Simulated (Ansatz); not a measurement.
**HgTe, single point**

The cell (2 atoms) is HgTe as an experimental structure (space group Fm-3m). Source: COD entry 1010537, which need not be the ambient phase.

These are results of DFT, PBE, PAW, plane waves, scalar-relativistic (Ansatz), not measurements.

Input:

```yaml
crystal:
  lattice:
    - [0.0, 3.18, 3.18]
    - [3.18, 0.0, 3.18]
    - [3.18, 3.18, 0.0]
  atoms:
    - { symbol: Hg, position: [0.0, 0.0, 0.0] }
    - { symbol: Te, position: [0.5, 0.5, 0.5] }
hamiltonian:
  xc: pbe
  pseudopotentials: { kind: paw }
basis:
  ecutwfc: 420
kpoints:
  mp_grid: { grid: [5, 5, 5] }
scf:
  occupations: { method: tetrahedron }
  lower_state_search: "off"
  max_iter: 70
output:
  forces: true
  stress: true
```

Launched as:
```sh
ansatz run input.yaml --threads 2 --pin off --max-ram 5120MiB --backend cpu --events-out ev --progress --plain --runs-dir out
```

What the program printed (shortened):

```
Warning: output.forces, output.stress, relax.cell or npt_langevin: where a Kohn–Sham band that disperses or a degenerate level is filled in part under the method tetrahedron, the forces or the stress that this run publishes need not agree with its energy (scf.occupations.method in the input reference, under Limitations); prefer a smearing scheme for the forces or the stress
Pseudopotentials: kind: paw
Pseudopotential: Hg, paw, valence charge 20, recommended cutoff 420 eV (normal), Hg.paw.azcp
Pseudopotential: Te, paw, valence charge 16, recommended cutoff 420 eV (normal), Te.paw.azcp
Functional definition: PBE
Crystal: 2 atoms, lattice volume = 64.315 Å³
Basis set: ecut = 420 eV, 1243 PW (Γ), exchange–correlation on 64×64×64 points (8 copies of the dense FFT grid, shifted against one another)
Bands: 22, of which v1, the nominal top of the filled ones, is band 18 counted from 1 (17 counted from 0)
Symmetry: 48 space group operations
Space group: Fm-3m (ITA 225), of the structure as read, at distance tolerance 4.0e-5 Å
k-points: 10 of 125
Non-local potential: Hg, projectors of the file, l = 0: 3, l = 1: 2, l = 2: 2, l = 3: 1
Non-local potential: Te, projectors of the file, l = 0: 2, l = 1: 2, l = 2: 2, l = 3: 2
Initial density: superposition of atomic densities (neutral atoms: chi_scale 0, normalization atom), corrected by the library's trained network
Initial wavefunctions: pseudopotential atomic-orbital guess
Functional: x = pbe(κ = 0.804, μ = 0.2195149727645171), c = pbe(β = 0.06672455060314922)
SCF iter   1: F=—  HF=-20793.380213 eV  |F-HF|=—  |Δ(HF+E_count)|=         —  Δρ=1.86e-3  dr2=4.40e-3  ethr=1.77e-3  ⟨swp⟩=6.2  Hψ=1044  notcnv=0
preconditioner: auto → Kerker (q_TF=auto, 2.477 Å⁻¹)  [metal: no gap  n_scr=14 (ndim 8)  ℏωp=19.6 eV  f_vac=0.047]
SCF iter   2: F=—  HF=-20793.380555 eV  |F-HF|=—  |Δ(HF+E_count)|=   3.43e-4  Δρ=1.09e-3  dr2=1.59e-3  ethr=1.22e-5  ⟨swp⟩=2.0  Hψ=420  notcnv=0
SCF iter   3: F=—  HF=-20793.381362 eV  |F-HF|=—  |Δ(HF+E_count)|=   8.06e-4  Δρ=2.21e-4  dr2=4.47e-5  ethr=4.42e-6  ⟨swp⟩=3.0  Hψ=316  notcnv=0
SCF iter   4: F=—  HF=-20793.381579 eV  |F-HF|=—  |Δ(HF+E_count)|=   2.18e-4  Δρ=8.02e-5  dr2=5.07e-6  ethr=1.24e-7  ⟨swp⟩=3.0  Hψ=382  notcnv=0
SCF iter   5: F=—  HF=-20793.381552 eV  |F-HF|=—  |Δ(HF+E_count)|=   2.73e-5  Δρ=2.61e-5  dr2=7.60e-7  ethr=1.41e-8  ⟨swp⟩=3.0  Hψ=394  notcnv=0
SCF iter   6: F=—  HF=-20793.381536 eV  |F-HF|=—  |Δ(HF+E_count)|=   1.56e-5  Δρ=9.85e-6  dr2=1.06e-7  ethr=2.11e-9  ⟨swp⟩=2.9  Hψ=371  notcnv=0
SCF iter   7: F=-20793.381541 eV  HF=-20793.381541 eV  |F-HF|=1.33e-8  |Δ(HF+E_count)|=   4.99e-6  Δρ=3.36e-6  dr2=8.58e-9  ethr=2.78e-10  ⟨swp⟩=4.3  Hψ=726  notcnv=0
the band table was not solved further: it holds the bands as the self-consistency loop left them (on a frozen-density pass, as that pass's own solve left them): under tetrahedron occupations the density rests on a record of the degenerate levels that were filled as one, which a solve that changes the bands would l [...]
SCF 1 converged in 7 iterations: F = -20793.381541 eV  dr2 = 8.58e-9
  greatest PAW one-centre occupation: 1.000 electrons in one spin orbital (limit 2), on the Hg atom at site 0 (counted from 0), in its partial waves of l = 0
SCF converged after 7 iterations
Stability not checked: this state was not tested for a lower state beside it, because cold or Methfessel-Paxton smearing, or corrected tetrahedra, fill the levels in a way that the test cannot read (fill_not_monotonic; see scf.lower_state_search)
Free energy (F): -20793.381541 eV
Harris-Foulkes:  -20793.381541 eV  (|F-HF|=1.33e-8)
Internal energy: -20793.378876 eV  (E = F + TS)
E sigma→0 (E₀):  -20793.381541 eV
Entropy (-TS):   -0.002665 eV (-1.333 meV/atom)
Fermi energy:    8.924799 eV
--- Per-component energies (eV) ---
  E_band       = -741.271719
  E_kinetic    = 781.004820
  E_local      = -4286.462432  (includes V_loc(G=0)·N_el)
  E_nonlocal   = -237.216450
  E_hartree    = 2093.349318
  E_xc         = -342.874618
  E_vxc        = -363.927142  (∫ρ·V_xc dr)
  E_paw        = -14606.832316  (= ΣΔE_a)
  E_vpaw       = -821.373241  (= ΣTr[D̂ρ^β])
  E_aug_tail   = 0.000744  (compensation charges beyond the density's cutoff)
  E_ewald      = -4194.347942
  E_smearing   = -0.002665  (= −TS)
  E_closure    = 0.000000  (closes the sum)
  Σ components = -20793.381541   (vs F -20793.381541, Δ=0.00e0)
--- Forces (eV/Å), atoms counted from 1 ---
  atom   1  Hg    -0.00000000     0.00000000     0.00000000
  atom   2  Te     0.00000000    -0.00000000     0.00000000
  max |Σ_I F_I| component: 2.13e-29 eV/Å
--- Stress (GPa, compression-positive) ---
       -3.497268      -0.000000       0.000000
       -0.000000      -3.497268       0.000000
        0.000000       0.000000      -3.497268
  P = ⅓ Tr σ = -3.4973 GPa (-34.973 kbar)
--- Band table (eV; the first three rows and the last of 10) ---
  k-point 0: bands = ["-105.3446", "-53.7984", "-53.7984", "-53.7984", "-27.3212", "-27.3212", "-27.3212", "-27.3204", "-27.3204", "-2.1913", "2.6974", "2.6974", "2.7430", "2.7430", "2.7430", "7.6399", "8.5100", "8.5100", "8.5100", "16.4662", "16.4662", "16.4662"]
  k-point 1: bands = ["-105.3446", "-53.7985", "-53.7985", "-53.7985", "-27.3211", "-27.3210", "-27.3210", "-27.3203", "-27.3203", "-1.9340", "2.6153", "2.6153", "2.7129", "2.7798", "2.7798", "5.7390", "8.7254", "8.7254", "10.2756", "14.1587", "14.8352", "14.8352"]
  k-point 2: bands = ["-105.3446", "-53.7986", "-53.7985", "-53.7985", "-27.3209", "-27.3209", "-27.3209", "-27.3200", "-27.3200", "-1.4108", "2.4842", "2.4842", "2.5626", "2.8470", "2.8470", "4.2429", "9.1339", "9.1339", "11.5088", "12.4722", "13.3632", "13.3632"]
  k-point 9: bands = ["-105.3446", "-53.7986", "-53.7985", "-53.7985", "-27.3210", "-27.3207", "-27.3204", "-27.3203", "-27.3200", "-1.3327", "2.5689", "2.7138", "2.7465", "2.8885", "3.0297", "4.8933", "6.7525", "7.1233", "10.2434", "13.7034", "15.1709", "16.0947"]
```

The run took 1.2 s on 2 threads of Arm Neoverse V1 (shared host), peak memory 0.31 GiB.
